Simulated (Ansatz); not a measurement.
# Compressing W: a fit and a missing row

W, Im-3m, a = 3.184 Å. Ansatz: PBE, PAW, 420 eV, Γ-centred 18×18×18 mesh on 1 atom, Gaussian smearing 0.10 eV; no spin polarisation. Symmetry fixes shape and atoms, so the cell is only scaled; pressure is positive in compression.

```
V (Å³/atom) P (GPa)
     15.165        ?
     15.649     9.93
     16.133     0.00
     16.617    -8.45
     17.101   -15.63
```

Task: Take V0 = 16.133 Å³/atom, fit the third-order Birch–Murnaghan form to the other rows, and predict the missing pressure.

Result: With the Eulerian strain f = ½[(V0/V)^(2/3) − 1] and y = P/[3f(1 + 2f)^(5/2)], the form is the line y = B0 + 1.5 B0 (B0′ − 4) f. Rows (f, y): 0.01026, 306.6; -0.00976, 303.2; -0.01905, 301.4. Means f = -0.006183, y = 303.73; Σ(Δf)² = 0.0004487, ΣΔfΔy = 0.07907; the slope is their ratio. y = 304.8 + 176.2 f GPa, so B0 = 304.8 GPa and B0′ = 4 + 2 × (176.2)/(3 × 304.8) = 4.39. At V = 15.165, f = 0.02106, y = 308.51 and P = 21.61 GPa. The run gave 21.56 GPa, so the fit is 0.05 GPa too high, a small miss on the scale of the series. The form still works here, 33 % of the fitted range beyond its end.

Spin–orbit coupling is left out, which can shift energies with elements as heavy as these.